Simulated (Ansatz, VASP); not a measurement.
Two plane-wave programs on TaN

```xyz
2
Lattice="2.7683 0.0000 0.0000 0.0000 2.7683 0.0000 0.0000 0.0000 2.7683" Properties=species:S:1:pos:R:3 pbc="T T T"
Ta    0.0000    0.0000    0.0000
N     1.3841    1.3841    1.3841
```

The cell comes from a database or a generator and needn't be the stable form of this composition.

Alike in both runs: task single point; functional PBE; k mesh 10 × 10 × 10; occupations fermi-dirac, width 0.05 eV; no spin polarisation.

|  | VASP | Ansatz |
| --- | --- | --- |
| version | VASP 6.6.1 | Ansatz 0.2.0 |
| potentials or method | VASP PAW PBE potentials, release 64 (Ta_pv, N) | Ansatz PAW |
| plane-wave cutoff (eV) | 520 | 420 |
| valence electrons in the cell | 16 | 18 |

VASP gave:

* gap on the k mesh at the Fermi level (eV): none
* pressure (GPa): -5.7

Problem. What did Ansatz give for the same quantities?

Solution. gap on the k mesh at the Fermi level (eV): none; pressure (GPa): -6.3.

A gap of «none» marks a metal or a gap that the smearing closes. The functional is the same, so the differences come from potentials, cutoffs and numerics. The two sets of potentials don't hold the same shells in valence.

Caveats: the pressure holds a Pulay correction of +0.4 GPa for the finite cutoff (Ansatz). Spin-orbit coupling is left out, which matters for the levels of Ta.
